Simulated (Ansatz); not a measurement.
# AlNi across functionals

```xyz
2
Lattice="2.8810 0.0000 0.0000 0.0000 2.8810 0.0000 0.0000 0.0000 2.8810" Properties=species:S:1:pos:R:3 pbc="T T T"
Al    0.0000    0.0000    0.0000
Ni    1.4405    1.4405    1.4405
```

Atom numbers follow the list: Al1, Ni2.

The cell is COD entry 9008802, as deposited and not checked against the literature; nothing was relaxed.

One fixed cell is solved with several functionals by PAW with the default files in Ansatz 0.2.0, scalar-relativistically. A positive pressure means that the functional wants a larger cell.

The PAW files were made with PBE; their cores are remade for each functional.

Settings: a Γ-centred 13×13×13 k mesh, Fermi–Dirac smearing of 0.05 eV, cutoff 420 eV, spin-polarised from start moments Ni2 1.5 μB (the moments died away, and the run ended non-magnetic).

Cutoffs: PBE 420 eV, LDA 420 eV, PBEsol 420 eV, r²SCAN 500 eV.

| setting | P (GPa) | lowest spin-up level at Γ above −25 eV, from the valence-band top or, without a gap, the Fermi level (eV) |
| --- | --- | --- |
| PBE | 1.96 | -11.15 |
| LDA | -8.58 | -11.10 |
| PBEsol | ? | -11.14 |
| r²SCAN | -3.23 | ? |

Q: Fill in "lowest spin-up level at Γ above −25 eV, from the valence-band top or, without a gap, the Fermi level (eV)" for the row "r²SCAN".

A: -11.73.

Q: What belongs in the row "PBEsol", column "P (GPa)"?

A: -3.34.
